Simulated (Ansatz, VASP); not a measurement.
**AlN: VASP beside Ansatz**

```
CELL_PARAMETERS angstrom
2.16438 2.16438 0.00000
-2.16438 2.16438 0.00000
0.00000 2.16438 2.16438
ATOMIC_POSITIONS crystal
Al 0.00000 0.00000 0.00000
N 0.25000 0.75000 0.50000
```

Alike in both runs: functional LDA; k mesh 10 × 10 × 10; no spin polarisation.

Ansatz relaxed the structure, and its values are those at the end. VASP's run is a single point on that final structure, the one shown.

|  | VASP | Ansatz |
| --- | --- | --- |
| version | VASP 6.6.1 | Ansatz 0.2.0 |
| potentials or method | VASP PAW LDA potentials, release 64 (Al, N) | PAW with Ansatz's default frozen-core files, scalar-relativistic |
| plane-wave cutoff (eV) | 520 | 420 |
| occupations | gaussian, width 0.01 eV | fixed |
| valence electrons in the cell | 8 | 8 |

```tsv
	VASP	Ansatz	Ansatz less VASP
gap on the k mesh at the Fermi level (eV)	3.23	3.26	+0.022
pressure (GPa)	2.7	2.0	-0.67
```

A k mesh can miss the band edges.
